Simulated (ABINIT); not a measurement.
ZrSe2:

```
Zr Se
1.0
     3.79800    0.00000    0.00000
    -1.89900    3.28916    0.00000
     0.00000    0.00000    6.19200
Zr Se
1 2
Direct
  0.00000 0.00000 0.00000
  0.66667 0.33333 0.75000
  0.33333 0.66667 0.25000
```

Base run:

| Item | Value |
| --- | --- |
| Program | ABINIT 10.8.3 (patched build) |
| Functional | PBE |
| Potentials or basis | SG15 NC PBE v1.2 |
| Cutoff | 599 eV |
| k mesh | 6 × 6 × 4 |
| Occupations | fixed |
| Spin | no spin polarisation |

Its results: band gap on the k mesh 0.35 eV, indirect (least direct gap 1.03 eV); largest force 0.293 eV/Å.

Question: The run is repeated on the same cell with these changes: functional from PBE to HSE06. What comes out?

Answer: Band gap on the k mesh 1.00 eV, indirect (least direct gap 1.76 eV); largest force 0.138 eV/Å.

HSE06 gives the wider gap, since exact exchange removes part of the self-interaction.

Caveats: Libxc's HSE differs a little from that of other programs (some runs); the potentials were made for another functional, which shifts forces and pressure (some runs).

A k mesh can miss the band edges.
